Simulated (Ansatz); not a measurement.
## BeH₂: Coordination and ⁹Be quadrupole coupling

Cell: a Materials Project structure (computed, not necessarily an observed phase), taken as it stands.

```cif
data_BeH2
_symmetry_space_group_name_H-M 'Ibam'
_symmetry_Int_Tables_number 72
_cell_length_a 4.1016
_cell_length_b 8.9605
_cell_length_c 7.6358
_cell_angle_alpha 90.000
_cell_angle_beta 90.000
_cell_angle_gamma 90.000
loop_
_atom_site_label
_atom_site_type_symbol
_atom_site_symmetry_multiplicity
_atom_site_Wyckoff_symbol
_atom_site_fract_x
_atom_site_fract_y
_atom_site_fract_z
Be1 Be 4 b 0.5000 0.0000 0.2500
Be3 Be 8 j 0.6218 0.1686 0.0000
H7 H 16 k 0.2252 0.4115 0.1517
H11 H 8 j 0.2245 0.6885 0.0000
```

One atom of each set is listed; the run and its k-mesh use a cell of 18 atoms with edges of 6.23, 6.23, 6.23 Å.

The numbers come from a DFT calculation in Ansatz (r2SCAN, plane waves and PAW, scalar-relativistic, 500 eV cutoff, Γ-centred 8×8×8 k-points, Fermi–Dirac smearing 0.02 eV).

Q(⁹Be) = 52.88 mb.

(1) Rank these Be sites by |C_Q|, smallest first.
A. Be1: 4 H at 1.43 Å
B. Be3: 4 H at 1.43 Å; also 1 H at 2.69 Å

Results:

(1) B (0.059 MHz, η = 0.90), A (0.068 MHz, η = 0.14).
